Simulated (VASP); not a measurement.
Here is a VASP 6.6.1 calculation.

File INCAR:

```
PREC = Accurate
ENCUT = 520
EDIFF = 1E-6
ISMEAR = -1
SIGMA = 0.05
LREAL = Auto
LASPH = T
NELM = 100
ALGO = Fast
ISIF = 2
LWAVE = F
LCHARG = F
GGA = PE
NBANDS = 82
```

Contents of KPOINTS:

```
regular mesh
0
Gamma
  2 2 3
```

Contents of POSCAR:

```
In7Se8
1.0
   11.0195290000      0.0000000000      0.0000000000
    0.0000000000      8.2196480000      0.0000000000
    0.2251900000      0.0000000000      4.6043030000
Se In
8 7
Direct
    0.1413358187      0.2664884190      0.5381537662
    0.8461113442      0.2823030865      0.4534282388
    0.3365795223      0.0002278686      0.0452337737
    0.6530891818      0.0002601085      0.9967619420
    0.1413243047      0.7339354435      0.5381976382
    0.8460743491      0.7182584948      0.4536932083
    0.3816968233      0.5002401563      0.0375140385
    0.5980929155      0.5002608384      1.0049903319
    0.3718483786      0.2424462702      0.6481282835
    0.6124866428      0.2420691251      0.3980224586
    0.1070056771      0.0002182575      0.8677376359
    0.8830576439      0.0002126612      0.1723064273
    0.3718366016      0.7580172533      0.6481228538
    0.6124744575      0.7584562015      0.3980370102
    0.9796801552      0.5001722702     -0.1215723639
```

Potentials or basis: VASP PAW PBE potentials, release 64 (Se, In_d).

The run is started by

```sh
$ cat potpaw_PBE.64/Se/POTCAR potpaw_PBE.64/In_d/POTCAR > POTCAR
$ mpirun -np 1 vasp_std > vasp.out
```

Question: Predict the largest force.

Answer: 0.030 eV/Å.

Question: What does it give for the band gap on the k mesh?

Answer: None (metal or under the smearing width).

Question: Predict the pressure.

Answer: 1.2 GPa.

Forces on the atoms (eV/Å):
```
Se  -0.006  0.012 -0.002
Se   0.014  0.003  0.000
Se   0.002 -0.001  0.015
Se  -0.011  0.000 -0.009
Se  -0.006 -0.008 -0.001
Se   0.015 -0.002 -0.002
Se  -0.012 -0.001  0.004
Se   0.030 -0.001 -0.001
In   0.018 -0.006 -0.005
In  -0.024  0.001  0.004
In  -0.024  0.002 -0.003
In   0.010  0.001 -0.011
In   0.019 -0.003 -0.005
In  -0.023  0.004  0.009
In  -0.002 -0.002  0.007
```

Caveat: the k mesh is coarse (spacing up to 0.45 Å⁻¹), so the values aren't converged.
